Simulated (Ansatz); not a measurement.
**A Ti–Ti split interstitial in rutile TiO2, 13 atoms, charge +1**

Wanted: the effect of changed settings on energy, forces, pressure and convergence.

Program: Ansatz 0.2.0, PAW, plane waves. These are calculated values, not measurements.

1 further run of the same task is left out (it didn't finish).

### 1 The system as built

13 atoms (5 Ti, 8 O); a = 4.591 Å, b = 4.591 Å, c = 5.878 Å, α = 90.00°, β = 90.00°, γ = 90.00°. All atoms were shaken off their sites by about 0.07 Å along each axis. Defect site 1: (0.500, 0.500, 0.250). Starting moments add up to 1 μB.

As a file:

```
Ti O
1.0
     4.59141    0.00000    0.00000
     0.00000    4.59141    0.00000
     0.00000    0.00000    5.87774
Ti O
5 8
Cartesian
  0.0980 0.0054 0.0773
  4.5654 0.0319 2.8207
  1.0014 1.1278 1.5003
  2.2463 2.2690 4.4021
  3.4889 3.4829 1.3878
  1.3940 1.3541 0.1016
  1.4148 1.3719 2.9516
  3.1642 3.0979 0.0677
  3.1510 3.0998 2.9130
  0.9181 3.6166 1.5081
  0.9957 3.7383 4.4779
  3.5568 0.9145 1.3435
  3.7406 0.7329 4.4561
```

### 2 Single point with PBEsol

File in.yaml:

```yaml
crystal:
  lattice:
    - [4.591414, 0.000000, 0.000000]
    - [0.000000, 4.591414, 0.000000]
    - [0.000000, 0.000000, 5.877742]
  atoms:
    - { symbol: Ti, position: [0.021337, 0.001177, 0.013151] }
    - { symbol: Ti, position: [0.994324, 0.006949, 0.479888] }
    - { symbol: Ti, position: [0.218099, 0.245622, 0.255257], spin: 0.125 }
    - { symbol: Ti, position: [0.489241, 0.494177, 0.748948] }
    - { symbol: Ti, position: [0.759868, 0.758578, 0.236104], spin: 0.125 }
    - { symbol: O, position: [0.303616, 0.294917, 0.017292], spin: 0.125 }
    - { symbol: O, position: [0.308150, 0.298797, 0.502170], spin: 0.125 }
    - { symbol: O, position: [0.689146, 0.674725, 0.011521], spin: 0.125 }
    - { symbol: O, position: [0.686288, 0.675139, 0.495600], spin: 0.125 }
    - { symbol: O, position: [0.199970, 0.787689, 0.256586], spin: 0.125 }
    - { symbol: O, position: [0.216853, 0.814199, 0.761842] }
    - { symbol: O, position: [0.774663, 0.199172, 0.228568], spin: 0.125 }
    - { symbol: O, position: [0.814688, 0.159628, 0.758136] }
kpoints:
  mp_grid: { grid: [2, 2, 2], shift: [0.5, 0.5, 0.5] }
hamiltonian:
  xc: pbesol
total_charge: 1
magnetization:
  spin_polarized: true
scf:
  occupations: { method: fermi_dirac, width: 0.01 }
output:
  forces: true
  eigenvalues: true
  populations: true
  charged_corrections: { epsilon: 100 }
  write_density: true
  write_potential: true
  elf: true
  volumetric_format: npy
```

Command:

```console
> ansatz run in.yaml --threads 8 --pin off --max-ram 13300MiB --runs-dir r --events-out ev --progress --plain
```

### 3 Variant: xc grid 3, density cutoff ratio 6

Changes to in.yaml since step 2:

```diff
@@ -21,2 +21,3 @@
   mp_grid: { grid: [2, 2, 2], shift: [0.5, 0.5, 0.5] }
+basis: { ecutrho_ratio: 6, xc_grid: 3 }
 hamiltonian:
@@ -28,2 +29,3 @@
   occupations: { method: fermi_dirac, width: 0.01 }
+  max_iter: 90
 output:
@@ -31,7 +33,2 @@
   eigenvalues: true
-  populations: true
-  charged_corrections: { epsilon: 100 }
-  write_density: true
-  write_potential: true
-  elf: true
-  volumetric_format: npy
+  stress: true
```

### 4 Variant: cutoff 300 eV

Changes to in.yaml since step 3:

```diff
@@ -21,3 +21,3 @@
   mp_grid: { grid: [2, 2, 2], shift: [0.5, 0.5, 0.5] }
-basis: { ecutrho_ratio: 6, xc_grid: 3 }
+basis: { ecutwfc: 300 }
 hamiltonian:
@@ -29,3 +29,3 @@
   occupations: { method: fermi_dirac, width: 0.01 }
-  max_iter: 90
+  max_iter: 60
 output:
```

### 5 Variant: occupations cold, density threshold 0.0001 eV

Changes to in.yaml since step 4:

```diff
@@ -21,3 +21,2 @@
   mp_grid: { grid: [2, 2, 2], shift: [0.5, 0.5, 0.5] }
-basis: { ecutwfc: 300 }
 hamiltonian:
@@ -28,4 +27,5 @@
 scf:
-  occupations: { method: fermi_dirac, width: 0.01 }
-  max_iter: 60
+  occupations: { method: cold, width: 0.01 }
+  max_iter: 50
+  convergence: { dr2_threshold: 1e-04 }
 output:
```

What does the calculation give? Wanted: for each run, settings; status; energy from base; forces from base.

**Answer**, as computed:

| settings | status | cycles | time | energy from base (meV/atom) | forces from base (eV/Å rms) | filled to empty level on the mesh (eV) |
| --- | --- | --- | --- | --- | --- | --- |
| base | converged | 23 | 3.2 s (8 CPU threads) | 0 | 0 | 0.10 |
| xc grid 3, density cutoff ratio 6 | converged | 23 | 3.6 s (8 CPU threads) | 0.0 | 0.000 | 0.10 |
| cutoff 300 eV | converged, settings too loose | 21 | 2.8 s (8 CPU threads) | +337.1 | 0.082 | 0.10 |
| occupations cold, density threshold 0.0001 eV | converged, settings too loose | 26 | 4.1 s (8 CPU threads) | +2.1 | 0.118 | - |

**Reading.** Among these variants the forces move most with occupations cold, density threshold 0.0001 eV (0.118 eV/Å rms) and least with xc grid 3, density cutoff ratio 6 (0.000).
